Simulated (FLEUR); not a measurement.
**Ni under changes of volume**

One of the cells (10.492 Å³/atom); the others are scaled copies at fixed shape and fractional positions:

```
Ni
1.0
     0.00000    1.73757    1.73757
     1.73757    0.00000    1.73757
     1.73757    1.73757    0.00000
Ni
1
Direct
  0.00000 0.00000 0.00000
```

```yaml
Program: FLEUR MaX-R8.1 (later development tree)
Functional: SCAN
Potentials_or_basis: all-electron
Basis: FLAPW
Kmax: 4.64 1/bohr
k_mesh: 13 × 13 × 13
Occupations: fermi-dirac, width 0.05 eV
Spin: collinear spin, ferromagnetic start
Starting_moments: "[1.0] μB"
```

```csv
volume (Å³/atom),energy over the lowest point (meV/atom),moment (μB per cell)
9.862,19.76,0.70
10.072,6.66,0.72
10.492,0.00,0.77
10.912,14.86,0.81
11.122,?,?
```

What does the run at 11.122 Å³/atom give?

Energy over the lowest point 28.90 meV/atom; moment 0.82 μB per cell.

Worked out: A Birch-Murnaghan fit of order 2 (a polynomial in V^(-2/3)) to the other rows has its minimum at 10.40 Å³/atom with B0 = V·E''(V) = 213 GPa. It gives 29.21 meV/atom at 11.122 Å³/atom, against the run's 28.90. A straight line through the other rows of the moment, of slope 0.107 μB per Å³/atom, extrapolates to 0.83 μB, against the run's 0.82.

Energies are extrapolated to zero smearing.

Caveats: the meta-GGA is that of a development version, with a GGA for the radial functions and cores and without core tails.
